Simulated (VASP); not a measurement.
Here is a VASP 6.6.1 calculation.

The input INCAR:

```
PREC = Accurate
ENCUT = 250
EDIFF = 1E-7
ISMEAR = 0
SIGMA = 0.02
LREAL = False
LASPH = True
NELM = 60
ALGO = Normal
ISIF = 2
LWAVE = False
LCHARG = False
GGA = PE
```

KPOINTS

```
Automatic mesh
0
Gamma
  10 10 10
```

POSCAR

```
AlAs                                    
1.0
   -0.0000000000      2.8658077812      2.8658077812
    2.8658077812     -0.0000000000      2.8658077812
    2.8658077812      2.8658077812     -0.0000000000
  Al              As            
     1     1
Direct
     0.0000000000000000    1.0000000000000000    0.0000000000000000
     0.2500000000000000    0.2500000000000000    0.2500000000000000
```

KPOINTS_OPT

```
path GXWKGLUWLK,UX
20
line-mode
reciprocal
 0.0000000000  0.0000000000  0.0000000000  G
 0.5000000000  0.0000000000  0.5000000000  X

 0.5000000000  0.0000000000  0.5000000000  X
 0.5000000000  0.2500000000  0.7500000000  W

 0.5000000000  0.2500000000  0.7500000000  W
 0.3750000000  0.3750000000  0.7500000000  K

 0.3750000000  0.3750000000  0.7500000000  K
 0.0000000000  0.0000000000  0.0000000000  G

 0.0000000000  0.0000000000  0.0000000000  G
 0.5000000000  0.5000000000  0.5000000000  L

 0.5000000000  0.5000000000  0.5000000000  L
 0.6250000000  0.2500000000  0.6250000000  U

 0.6250000000  0.2500000000  0.6250000000  U
 0.5000000000  0.2500000000  0.7500000000  W

 0.5000000000  0.2500000000  0.7500000000  W
 0.5000000000  0.5000000000  0.5000000000  L

 0.5000000000  0.5000000000  0.5000000000  L
 0.3750000000  0.3750000000  0.7500000000  K

 0.6250000000  0.2500000000  0.6250000000  U
 0.5000000000  0.0000000000  0.5000000000  X
```

Potentials or basis: VASP PAW PBE potentials, release 64 (Al, As).

Command:

```sh
$ cat potpaw_PBE.64/Al/POTCAR potpaw_PBE.64/As/POTCAR > POTCAR
$ mpirun -np 1 vasp_std > vasp.out
```

Task: What does it give for the band gap along the path?

Result: 1.50 eV, indirect (least direct gap 1.76 eV).

Task: What does it give for the band gap on the k mesh?

Result: 1.50 eV, indirect (least direct gap 1.76 eV).

Levels at the corners of the path, in eV from the valence-band top:
```
point  band 2  band 3  band 4  band 5  band 6  band 7
    Γ    0.00    0.00    0.00    1.76    4.22    4.22
    X   -5.31   -2.10   -2.10    1.50    2.29   10.05
    X   -5.31   -2.10   -2.10    1.50    2.29   10.05
    W   -5.00   -3.04   -2.71    4.32    5.45    5.57
    W   -5.00   -3.04   -2.71    4.32    5.45    5.57
    K   -5.07   -3.27   -1.74    2.25    4.89    8.00
    K   -5.07   -3.27   -1.74    2.25    4.89    8.00
    Γ    0.00    0.00    0.00    1.76    4.22    4.22
    Γ    0.00    0.00    0.00    1.76    4.22    4.22
    L   -5.41   -0.80   -0.80    2.00    4.65    4.65
    L   -5.41   -0.80   -0.80    2.00    4.65    4.65
    U   -5.07   -3.27   -1.74    2.25    4.89    8.00
    U   -5.07   -3.27   -1.74    2.25    4.89    8.00
    W   -5.00   -3.04   -2.71    4.32    5.45    5.57
    W   -5.00   -3.04   -2.71    4.32    5.45    5.57
    L   -5.41   -0.80   -0.80    2.00    4.65    4.65
    L   -5.41   -0.80   -0.80    2.00    4.65    4.65
    K   -5.07   -3.27   -1.74    2.25    4.89    8.00
    U   -5.07   -3.27   -1.74    2.25    4.89    8.00
    X   -5.31   -2.10   -2.10    1.50    2.29   10.05
```

 As with any semilocal functional, this PBE gap is likely too small.
